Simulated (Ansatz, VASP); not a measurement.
## Two plane-wave programs on Ag

POSCAR

```
Ag
1.0
    0.0000000000      2.0431000000      2.0431000000
    2.0431000000      0.0000000000      2.0431000000
    2.0431000000      2.0431000000      0.0000000000
Ag
1
Direct
    0.0000000000      0.0000000000      0.0000000000
```

INCAR.step1

```
SYSTEM = Ag
PREC = Accurate
ENCUT = 520
ISMEAR = -1
SIGMA = 0.03
LREAL = .False.
LASPH = .True.
NELM = 80
NBANDS = 12
GGA = PE
ALGO = Normal
EDIFF = 1E-4
LWAVE = .True.
LCHARG = .False.
```

INCAR.step2

```
SYSTEM = Ag
PREC = Accurate
ENCUT = 520
EDIFF = 1E-8
ISMEAR = -1
SIGMA = 0.03
LREAL = .False.
LASPH = .True.
NELM = 80
ALGO = Normal
ISIF = 2
LWAVE = .False.
LCHARG = .False.
METAGGA = R2SCAN
LMIXTAU = .True.
LEFG = .True.
NBANDS = 12
ISTART = 1
```

The input KPOINTS:

```
regular mesh
0
Gamma
  15 15 15
  0 0 0
```

Input for Ansatz:

```yaml
crystal:
  lattice:
    - [0.0, 2.0431, 2.0431]
    - [2.0431, 0.0, 2.0431]
    - [2.0431, 2.0431, 0.0]
  atoms:
    - { symbol: Ag, position: [0.0, 0.0, 0.0] }
kpoints:
  mp_grid: { grid: [15, 15, 15] }
  band_path:
    path:
      - [0.0, 0.0, 0.0]
      - [0.5, 0.0, 0.5]
      - [0.625, 0.25, 0.625]
      - [0.375, 0.375, 0.75]
      - [0.0, 0.0, 0.0]
      - [0.5, 0.5, 0.5]
      - [0.5, 0.25, 0.75]
      - [0.5, 0.0, 0.5]
    npoints: 5
scf:
  occupations: { method: fermi_dirac, width: 0.03 }
hamiltonian:
  xc: r2scan
  pseudopotentials: { kind: paw }
output:
  forces: true
  stress: true
  eigenvalues: true
  efg: { contact_densities: true }
```

Alike in both runs: task electric field gradients; functional r2SCAN; k mesh 15 × 15 × 15; occupations fermi-dirac, width 0.03 eV; no spin polarisation.

```csv
,VASP,Ansatz
version,VASP 6.6.1,Ansatz 0.2.0
potentials or method,"VASP PAW PBE potentials, release 64 (Ag)","PAW with Ansatz's default frozen-core files, scalar-relativistic"
plane-wave cutoff (eV),520,500
valence electrons in the cell,11,19
```

|  | VASP | Ansatz | Ansatz less VASP |
| --- | --- | --- | --- |
| pressure (GPa) | 1.5 | 1.3 | -0.15 |
| Vzz of the field gradient on the site that differs most (V/Å²) | 0.0 | 0.0 | 0.00 |

The functional is the same, so the differences come from potentials, cutoffs and numerics. The two sets of potentials don't hold the same shells in valence. Ansatz warned: «gradients_without_spin_orbit».

Caveats: the PAW data sets were made with another functional, which shifts forces and pressure a little (VASP).
